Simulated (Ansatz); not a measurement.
# Tungsten, dhcp under PBE: ground state and equation of state, part 2 of 2

Aim: take tungsten in the dhcp structure, relax it, solve it on a dense k-mesh, then scale the cell to 7 volumes from 88 to 112 % of the relaxed one and try a fit of the equation of state. Spin polarisation is left out. The k-meshes are 13×13×4 for the relaxation; 17×17×5 for the dense run; 15×15×4 for the volumes.

Ansatz 0.2.0; DFT, PBE, plane waves (420 eV) with PAW, scalar-relativistic. The steps go on from the part before.

## 3. Single point on a dense mesh

input.yaml

```yaml
crystal:
  lattice:
    - [2.7861778685, 0.0, 0.0]
    - [-1.3930889343, 2.4129008136, 0.0]
    - [0.0, 0.0, 9.816563647]
  atoms:
    - { symbol: W, position: [0.0, 0.0, 1.0] }
    - { symbol: W, position: [0.0, 0.0, 0.5] }
    - { symbol: W, position: [0.3333333333, 0.6666666667, 0.25] }
    - { symbol: W, position: [0.6666666667, 0.3333333333, 0.75] }
hamiltonian:
  xc: pbe
  pseudopotentials:
    kind: paw
    azcp:
      W: "pseudopotentials/W.paw.azcp"
basis:
  ecutwfc: 420
  fft_grid_basis: typed
kpoints:
  mp_grid: { grid: [17, 17, 5], shift: [0, 0, 0] }
magnetization:
  spin_polarized: false
scf:
  occupations: { method: fermi_dirac, width: 0.1 }
output:
  write_density: true
  write_potential: true
  elf: true
  volumetric_format: npy
```

Command:

```sh
$ ansatz run input.yaml --threads 1 --pin off --max-ram 3584MiB --backend cpu --events-out ev --progress --plain --runs-dir out
```

What it wrote (excerpt; [...] marks lines left out):

```text
[...]
Pseudopotentials: kind: paw
Pseudopotential: W, paw, valence charge 14, recommended cutoff 420 eV (normal), <dir>
Functional definition: PBE
[...]
Crystal: 4 atoms, lattice volume = 65.995 Å³
Basis set: ecut = 420 eV, 1305 PW (Γ)
Bands: 34, of which v1, the nominal top of the filled ones, is band 28 counted from 1 (27 counted from 0)
Symmetry: 24 space group operations
Space group: P63/mmc (ITA 194), of the structure as read, at distance tolerance 4.0e-5 Å
k-points: 99 of 1445
[...]
SCF iter   1: F=—  HF=-41537.440656 eV  |F-HF|=—  |Δ(HF+E_count)|=         —  Δρ=5.85e-3  dr2=2.34e-2  ethr=1.77e-3  ⟨swp⟩=4.8  Hψ=13213  notcnv=0
[...]
SCF iter   6: F=-41537.435271 eV  HF=-41537.435271 eV  |F-HF|=1.60e-10  |Δ(HF+E_count)|=   5.34e-9  Δρ=2.45e-6  dr2=2.66e-9  ethr=1.79e-10  ⟨swp⟩=2.7  Hψ=7432  notcnv=0
[...]
SCF converged after 6 iterations
Free energy (F): -41537.435271 eV
[...]
E sigma→0 (E₀):  -41537.368289 eV
Entropy (-TS):   -0.133964 eV (-33.491 meV/atom)
Fermi energy:    21.256159 eV
[...]
--- Band table (eV; the first three rows and the last of 99) ---
[...]
```

It took 15 s on 1 thread of Intel Xeon Platinum 8259CL at 2.50GHz (Skylake/Cascade Lake), shared host; peak memory 0.61 GiB.

Density in a lattice plane of the grid's cell (edges 2.79 and 9.82 Å, at 0.000 of the third edge), which holds W.

Ten even steps from ' ' (0.25 e/Å³) to '@' (4.85 e/Å³):
```
@@++      ++
..          
            
      ..    
    ..--..  
      ..    
            
..          
@@++      ++
##@@..  ..@@
@@++      ++
..          
            
      ..    
    ..--..  
      ..    
            
..          
@@++      ++
##@@..  ..@@
```
Columns run along the first of these edges and rows up along the second, over one cell in 6 and 20 even steps from the bottom left corner. Atoms in the plane (fractional): W at (0.00, 0.00), W at (0.00, 0.50).

ELF in the same plane.

Ten even steps from '0' (0.00) to '9' (0.66):
```
993539
534643
764346
853435
745854
853435
764346
534643
993539
095559
993539
534643
764346
853435
745854
853435
764346
534643
993539
095559
```
Columns run along the first of these edges and rows up along the second, over one cell in 6 and 20 even steps from the bottom left corner. Atoms in the plane (fractional): W at (0.00, 0.00), W at (0.00, 0.50).

Both are smooth fields of the valence electrons: close to the nuclei they are not physical.

The highest ELF values outside the cores: 0.58 between the atoms, 1.7 Å from W.

## 4. Equation of state: 88 %

input.yaml: that of step 3 with these lines changed.

```diff
@@ -2,5 +2,5 @@
   lattice:
-    - [2.7861778685, 0.0, 0.0]
-    - [-1.3930889343, 2.4129008136, 0.0]
-    - [0.0, 0.0, 9.816563647]
+    - [2.6699495929, 0.0, 0.0]
+    - [-1.3349747965, 2.3122441742, 0.0]
+    - [0.0, 0.0, 9.4070555972]
   atoms:
@@ -20,3 +20,3 @@
 kpoints:
-  mp_grid: { grid: [17, 17, 5], shift: [0, 0, 0] }
+  mp_grid: { grid: [15, 15, 4], shift: [0, 0, 0] }
 magnetization:
@@ -25,3 +25,5 @@
   occupations: { method: fermi_dirac, width: 0.1 }
+  lower_state_search: "off"
 output:
+  stress: true
   write_density: true
```

Command:

```sh
$ ansatz run input.yaml --threads 1 --pin off --max-ram 3584MiB --backend cpu --events-out ev --progress --plain --runs-dir out
```

What it wrote (excerpt; [...] marks lines left out):

```text
[...]
Pseudopotentials: kind: paw
Pseudopotential: W, paw, valence charge 14, recommended cutoff 420 eV (normal), <dir>
Functional definition: PBE
[...]
Crystal: 4 atoms, lattice volume = 58.075 Å³
Basis set: ecut = 420 eV, 1153 PW (Γ)
Bands: 34, of which v1, the nominal top of the filled ones, is band 28 counted from 1 (27 counted from 0)
Symmetry: 24 space group operations
Space group: P63/mmc (ITA 194), of the structure as read, at distance tolerance 3.9e-5 Å
k-points: 81 of 900
[...]
SCF iter   1: F=—  HF=-41536.411151 eV  |F-HF|=—  |Δ(HF+E_count)|=         —  Δρ=7.37e-3  dr2=4.06e-2  ethr=1.77e-3  ⟨swp⟩=5.0  Hψ=10934  notcnv=0
[...]
SCF iter   6: F=-41536.401662 eV  HF=-41536.401662 eV  |F-HF|=5.24e-10  |Δ(HF+E_count)|=   3.61e-8  Δρ=7.67e-6  dr2=1.38e-8  ethr=1.79e-10  ⟨swp⟩=10.0  Hψ=18890  notcnv=0
[...]
SCF converged after 6 iterations
Free energy (F): -41536.401662 eV
[...]
E sigma→0 (E₀):  -41536.341603 eV
Entropy (-TS):   -0.120118 eV (-30.029 meV/atom)
Fermi energy:    24.576558 eV
[...]
--- Stress (GPa, compression-positive) ---
       49.465752      -0.000000       0.000000
       -0.000000      49.465752       0.000000
        0.000000       0.000000      40.510866
  P = ⅓ Tr σ = 46.4808 GPa (464.808 kbar)
--- Band table (eV; the first three rows and the last of 81) ---
[...]
```

It took 12 s on 1 thread of Intel Xeon Platinum 8259CL at 2.50GHz (Skylake/Cascade Lake), shared host; peak memory 0.58 GiB.

## 5. Equation of state: 92 %

input.yaml: that of step 4 with these lines changed.

```diff
@@ -2,5 +2,5 @@
   lattice:
-    - [2.6699495929, 0.0, 0.0]
-    - [-1.3349747965, 2.3122441742, 0.0]
-    - [0.0, 0.0, 9.4070555972]
+    - [2.7098054628, 0.0, 0.0]
+    - [-1.3549027314, 2.34676037, 0.0]
+    - [0.0, 0.0, 9.5474801149]
   atoms:
@@ -28,5 +28 @@
   stress: true
-  write_density: true
-  write_potential: true
-  elf: true
-  volumetric_format: npy
```

Command:

```sh
$ ansatz run input.yaml --threads 1 --pin off --max-ram 3584MiB --backend cpu --events-out ev --progress --plain --runs-dir out
```

What it wrote (excerpt; [...] marks lines left out):

```text
[...]
Pseudopotentials: kind: paw
Pseudopotential: W, paw, valence charge 14, recommended cutoff 420 eV (normal), <dir>
Functional definition: PBE
[...]
Crystal: 4 atoms, lattice volume = 60.715 Å³
Basis set: ecut = 420 eV, 1201 PW (Γ)
Bands: 34, of which v1, the nominal top of the filled ones, is band 28 counted from 1 (27 counted from 0)
Symmetry: 24 space group operations
Space group: P63/mmc (ITA 194), of the structure as read, at distance tolerance 3.9e-5 Å
k-points: 81 of 900
[...]
SCF iter   1: F=—  HF=-41537.015965 eV  |F-HF|=—  |Δ(HF+E_count)|=         —  Δρ=6.69e-3  dr2=3.18e-2  ethr=1.77e-3  ⟨swp⟩=5.0  Hψ=10875  notcnv=0
[...]
SCF iter   6: F=-41537.008063 eV  HF=-41537.008063 eV  |F-HF|=1.75e-10  |Δ(HF+E_count)|=   1.15e-9  Δρ=2.51e-6  dr2=2.43e-9  ethr=1.79e-10  ⟨swp⟩=4.0  Hψ=8631  notcnv=0
[...]
SCF converged after 6 iterations
Free energy (F): -41537.008063 eV
[...]
E sigma→0 (E₀):  -41536.945849 eV
Entropy (-TS):   -0.124428 eV (-31.107 meV/atom)
Fermi energy:    23.377892 eV
[...]
--- Stress (GPa, compression-positive) ---
       29.603570       0.000000       0.000000
        0.000000      29.603570      -0.000000
        0.000000      -0.000000      24.065138
  P = ⅓ Tr σ = 27.7574 GPa (277.574 kbar)
```

Run time: 9.4 s. Hardware: 1 thread of Intel Xeon Platinum 8259CL at 2.50GHz (Skylake/Cascade Lake), shared host; peak memory 0.57 GiB.

## 6. Equation of state: 96 %

input.yaml: that of step 5 with these lines changed.

```diff
@@ -2,5 +2,5 @@
   lattice:
-    - [2.7098054628, 0.0, 0.0]
-    - [-1.3549027314, 2.34676037, 0.0]
-    - [0.0, 0.0, 9.5474801149]
+    - [2.7485222002, 0.0, 0.0]
+    - [-1.3742611001, 2.3802900482, 0.0]
+    - [0.0, 0.0, 9.6838911178]
   atoms:
```

Command:

```sh
$ ansatz run input.yaml --threads 1 --pin off --max-ram 3584MiB --backend cpu --events-out ev --progress --plain --runs-dir out
```

What it wrote (excerpt; [...] marks lines left out):

```text
[...]
Pseudopotentials: kind: paw
Pseudopotential: W, paw, valence charge 14, recommended cutoff 420 eV (normal), <dir>
Functional definition: PBE
[...]
Crystal: 4 atoms, lattice volume = 63.355 Å³
Basis set: ecut = 420 eV, 1227 PW (Γ)
Bands: 34, of which v1, the nominal top of the filled ones, is band 28 counted from 1 (27 counted from 0)
Symmetry: 24 space group operations
Space group: P63/mmc (ITA 194), of the structure as read, at distance tolerance 4.0e-5 Å
k-points: 81 of 900
[...]
SCF iter   1: F=—  HF=-41537.341577 eV  |F-HF|=—  |Δ(HF+E_count)|=         —  Δρ=6.16e-3  dr2=2.52e-2  ethr=1.77e-3  ⟨swp⟩=4.9  Hψ=10824  notcnv=0
[...]
SCF iter   6: F=-41537.335132 eV  HF=-41537.335132 eV  |F-HF|=1.82e-10  |Δ(HF+E_count)|=   5.11e-9  Δρ=2.47e-6  dr2=2.53e-9  ethr=1.79e-10  ⟨swp⟩=4.0  Hψ=8666  notcnv=0
[...]
SCF converged after 6 iterations
Free energy (F): -41537.335132 eV
[...]
E sigma→0 (E₀):  -41537.270846 eV
Entropy (-TS):   -0.128572 eV (-32.143 meV/atom)
Fermi energy:    22.276408 eV
[...]
--- Stress (GPa, compression-positive) ---
       13.388061      -0.000000       0.000000
        0.000000      13.388061       0.000000
        0.000000       0.000000      10.595934
  P = ⅓ Tr σ = 12.4574 GPa (124.574 kbar)
```

Run time: 9.3 s. Hardware: 1 thread of Intel Xeon Platinum 8259CL at 2.50GHz (Skylake/Cascade Lake), shared host; peak memory 0.57 GiB.

## 7. Equation of state: 100 %

input.yaml: that of step 6 with these lines changed.

```diff
@@ -2,5 +2,5 @@
   lattice:
-    - [2.7485222002, 0.0, 0.0]
-    - [-1.3742611001, 2.3802900482, 0.0]
-    - [0.0, 0.0, 9.6838911178]
+    - [2.7861778685, 0.0, 0.0]
+    - [-1.3930889343, 2.4129008136, 0.0]
+    - [0.0, 0.0, 9.816563647]
   atoms:
```

Command:

```sh
$ ansatz run input.yaml --threads 1 --pin off --max-ram 3584MiB --backend cpu --events-out ev --progress --plain --runs-dir out
```

What it wrote (excerpt; [...] marks lines left out):

```text
[...]
Pseudopotentials: kind: paw
Pseudopotential: W, paw, valence charge 14, recommended cutoff 420 eV (normal), <dir>
Functional definition: PBE
[...]
Crystal: 4 atoms, lattice volume = 65.995 Å³
Basis set: ecut = 420 eV, 1305 PW (Γ)
Bands: 34, of which v1, the nominal top of the filled ones, is band 28 counted from 1 (27 counted from 0)
Symmetry: 24 space group operations
Space group: P63/mmc (ITA 194), of the structure as read, at distance tolerance 4.0e-5 Å
k-points: 81 of 900
[...]
SCF iter   1: F=—  HF=-41537.439055 eV  |F-HF|=—  |Δ(HF+E_count)|=         —  Δρ=5.73e-3  dr2=2.08e-2  ethr=1.77e-3  ⟨swp⟩=4.8  Hψ=10795  notcnv=0
[...]
SCF iter   6: F=-41537.433937 eV  HF=-41537.433937 eV  |F-HF|=1.60e-10  |Δ(HF+E_count)|=   6.56e-9  Δρ=2.38e-6  dr2=2.49e-9  ethr=1.79e-10  ⟨swp⟩=4.0  Hψ=8651  notcnv=0
[...]
SCF converged after 6 iterations
Free energy (F): -41537.433937 eV
[...]
E sigma→0 (E₀):  -41537.367389 eV
Entropy (-TS):   -0.133097 eV (-33.274 meV/atom)
Fermi energy:    21.260052 eV
[...]
--- Stress (GPa, compression-positive) ---
        0.142148      -0.000000       0.000000
        0.000000       0.142148       0.000000
        0.000000       0.000000      -0.410447
  P = ⅓ Tr σ = -0.0421 GPa (-0.421 kbar)
```

Wall time 11 s (1 thread of Intel Xeon Platinum 8259CL at 2.50GHz (Skylake/Cascade Lake), shared host); peak memory 0.58 GiB.

## 8. Equation of state: 104 %

input.yaml: that of step 7 with these lines changed.

```diff
@@ -2,5 +2,5 @@
   lattice:
-    - [2.7861778685, 0.0, 0.0]
-    - [-1.3930889343, 2.4129008136, 0.0]
-    - [0.0, 0.0, 9.816563647]
+    - [2.8228423082, 0.0, 0.0]
+    - [-1.4114211541, 2.4446531497, 0.0]
+    - [0.0, 0.0, 9.9457437721]
   atoms:
```

Command:

```sh
$ ansatz run input.yaml --threads 1 --pin off --max-ram 3584MiB --backend cpu --events-out ev --progress --plain --runs-dir out
```

What it wrote (excerpt; [...] marks lines left out):

```text
[...]
Pseudopotentials: kind: paw
Pseudopotential: W, paw, valence charge 14, recommended cutoff 420 eV (normal), <dir>
Functional definition: PBE
[...]
Crystal: 4 atoms, lattice volume = 68.634 Å³
Basis set: ecut = 420 eV, 1353 PW (Γ)
Bands: 34, of which v1, the nominal top of the filled ones, is band 28 counted from 1 (27 counted from 0)
Symmetry: 24 space group operations
Space group: P63/mmc (ITA 194), of the structure as read, at distance tolerance 4.1e-5 Å
k-points: 81 of 900
[...]
SCF iter   1: F=—  HF=-41537.350351 eV  |F-HF|=—  |Δ(HF+E_count)|=         —  Δρ=5.37e-3  dr2=1.76e-2  ethr=1.77e-3  ⟨swp⟩=4.8  Hψ=10650  notcnv=0
[...]
SCF iter   6: F=-41537.346406 eV  HF=-41537.346406 eV  |F-HF|=1.75e-10  |Δ(HF+E_count)|=   8.66e-9  Δρ=2.47e-6  dr2=2.84e-9  ethr=1.79e-10  ⟨swp⟩=4.0  Hψ=8619  notcnv=0
[...]
SCF converged after 6 iterations
Free energy (F): -41537.346406 eV
[...]
E sigma→0 (E₀):  -41537.277308 eV
Entropy (-TS):   -0.138197 eV (-34.549 meV/atom)
Fermi energy:    20.318553 eV
[...]
--- Stress (GPa, compression-positive) ---
      -10.665919      -0.000000       0.000000
        0.000000     -10.665919       0.000000
        0.000000       0.000000      -9.378824
  P = ⅓ Tr σ = -10.2369 GPa (-102.369 kbar)
```

It took 11 s on 1 thread of Intel Xeon Platinum 8259CL at 2.50GHz (Skylake/Cascade Lake), shared host; peak memory 0.58 GiB.

## 9. Equation of state: 108 %

input.yaml: that of step 8 with these lines changed.

```diff
@@ -2,5 +2,5 @@
   lattice:
-    - [2.8228423082, 0.0, 0.0]
-    - [-1.4114211541, 2.4446531497, 0.0]
-    - [0.0, 0.0, 9.9457437721]
+    - [2.858578283, 0.0, 0.0]
+    - [-1.4292891415, 2.4756014117, 0.0]
+    - [0.0, 0.0, 10.0716526292]
   atoms:
```

Command:

```sh
$ ansatz run input.yaml --threads 1 --pin off --max-ram 3584MiB --backend cpu --events-out ev --progress --plain --runs-dir out
```

What it wrote (excerpt; [...] marks lines left out):

```text
[...]
Pseudopotentials: kind: paw
Pseudopotential: W, paw, valence charge 14, recommended cutoff 420 eV (normal), <dir>
Functional definition: PBE
[...]
Crystal: 4 atoms, lattice volume = 71.274 Å³
Basis set: ecut = 420 eV, 1401 PW (Γ)
Bands: 34, of which v1, the nominal top of the filled ones, is band 28 counted from 1 (27 counted from 0)
Symmetry: 24 space group operations
Space group: P63/mmc (ITA 194), of the structure as read, at distance tolerance 4.1e-5 Å
k-points: 81 of 900
[...]
SCF iter   1: F=—  HF=-41537.109933 eV  |F-HF|=—  |Δ(HF+E_count)|=         —  Δρ=5.03e-3  dr2=1.49e-2  ethr=1.77e-3  ⟨swp⟩=4.6  Hψ=10625  notcnv=0
[...]
SCF iter   6: F=-41537.107051 eV  HF=-41537.107051 eV  |F-HF|=2.55e-10  |Δ(HF+E_count)|=   8.57e-9  Δρ=2.54e-6  dr2=3.27e-9  ethr=1.79e-10  ⟨swp⟩=4.0  Hψ=8631  notcnv=0
[...]
SCF converged after 6 iterations
Free energy (F): -41537.107051 eV
[...]
E sigma→0 (E₀):  -41537.035155 eV
Entropy (-TS):   -0.143793 eV (-35.948 meV/atom)
Fermi energy:    19.443392 eV
[...]
--- Stress (GPa, compression-positive) ---
      -19.463131      -0.000000       0.000000
        0.000000     -19.463131       0.000000
        0.000000       0.000000     -16.664280
  P = ⅓ Tr σ = -18.5302 GPa (-185.302 kbar)
```

Run time: 11 s. Hardware: 1 thread of Intel Xeon Platinum 8259CL at 2.50GHz (Skylake/Cascade Lake), shared host; peak memory 0.59 GiB.

## 10. Equation of state: 112 %

input.yaml: that of step 9 with these lines changed.

```diff
@@ -2,5 +2,5 @@
   lattice:
-    - [2.858578283, 0.0, 0.0]
-    - [-1.4292891415, 2.4756014117, 0.0]
-    - [0.0, 0.0, 10.0716526292]
+    - [2.8934424298, 0.0, 0.0]
+    - [-1.4467212149, 2.5057946486, 0.0]
+    - [0.0, 0.0, 10.1944897675]
   atoms:
```

Command:

```sh
$ ansatz run input.yaml --threads 1 --pin off --max-ram 3584MiB --backend cpu --events-out ev --progress --plain --runs-dir out
```

What it wrote (excerpt; [...] marks lines left out):

```text
[...]
Pseudopotentials: kind: paw
Pseudopotential: W, paw, valence charge 14, recommended cutoff 420 eV (normal), <dir>
Functional definition: PBE
[...]
Crystal: 4 atoms, lattice volume = 73.914 Å³
Basis set: ecut = 420 eV, 1439 PW (Γ)
Bands: 34, of which v1, the nominal top of the filled ones, is band 28 counted from 1 (27 counted from 0)
Symmetry: 24 space group operations
Space group: P63/mmc (ITA 194), of the structure as read, at distance tolerance 4.2e-5 Å
k-points: 81 of 900
[...]
SCF iter   1: F=—  HF=-41536.746528 eV  |F-HF|=—  |Δ(HF+E_count)|=         —  Δρ=4.78e-3  dr2=1.30e-2  ethr=1.77e-3  ⟨swp⟩=4.4  Hψ=10607  notcnv=0
[...]
SCF iter   6: F=-41536.744415 eV  HF=-41536.744415 eV  |F-HF|=3.71e-10  |Δ(HF+E_count)|=   9.58e-9  Δρ=2.56e-6  dr2=3.68e-9  ethr=1.79e-10  ⟨swp⟩=4.0  Hψ=8616  notcnv=0
[...]
SCF converged after 6 iterations
Free energy (F): -41536.744415 eV
[...]
E sigma→0 (E₀):  -41536.669540 eV
Entropy (-TS):   -0.149750 eV (-37.438 meV/atom)
Fermi energy:    18.627500 eV
[...]
--- Stress (GPa, compression-positive) ---
      -26.597578       0.000000       0.000000
        0.000000     -26.597578       0.000000
        0.000000       0.000000     -22.561170
  P = ⅓ Tr σ = -25.2521 GPa (-252.521 kbar)
```

Wall time 11 s (1 thread of Intel Xeon Platinum 8259CL at 2.50GHz (Skylake/Cascade Lake), shared host); peak memory 0.59 GiB.

## 11. Fitting the volumes

The cell was scaled evenly, with its shape and the fractional positions fixed.

| V (Å³/atom) | E − E₀ (meV/atom) | P from the stress (GPa) | P from the fit (GPa) |
| --- | --- | --- | --- |
| 14.519 | 256.4 | 46.48 | 46.46 |
| 15.179 | 105.3 | 27.76 | 27.61 |
| 15.839 | 24.1 | 12.46 | 12.30 |
| 16.499 | -0.1 | -0.04 | -0.18 |
| 17.159 | 22.4 | -10.24 | -10.37 |
| 17.819 | 83.0 | -18.53 | -18.70 |
| 18.478 | 174.4 | -25.25 | -25.52 |

A third-order Birch-Murnaghan fit gives V₀ = 16.488 Å³/atom, B₀ = 282 GPa and B₀′ = 4.1; it misses no point by more than 0.10 meV/atom.

Fit and stress differ a little: one follows E(σ → 0), the other the smeared free energy.

## 12. Outcome

This closing draws on all 2 parts.

```
                      quantity                                   value
space group (spins left aside)                      P6_3/mmc (No. 194)
             conventional cell  a = 2.786 Å, c = 9.817 Å (c/a = 3.523)
                        volume                          16.499 Å³/atom
             shortest distance                                 2.786 Å
               gap on the mesh            none (levels filled in part)
               relative to bcc                           +483 meV/atom
 highest ELF outside the cores      0.58, 1.75 Å from the nearest atom
                   V₀, B₀, B₀′            16.488 Å³/atom, 282 GPa, 4.1
```

From the guessed start the volume grew by 4.1 % in 7 steps. Against the reference form of tungsten (bcc, computed apart with the same settings) it stands 483 meV/atom higher, so it is far from stable. No gap shows: it is a metal or semimetal at this level. The fitted modulus is 282 GPa, among the stiffest elements; letting shape and positions relax at each volume could only lower it. Relaxation kept the symmetry; phonons were not checked.
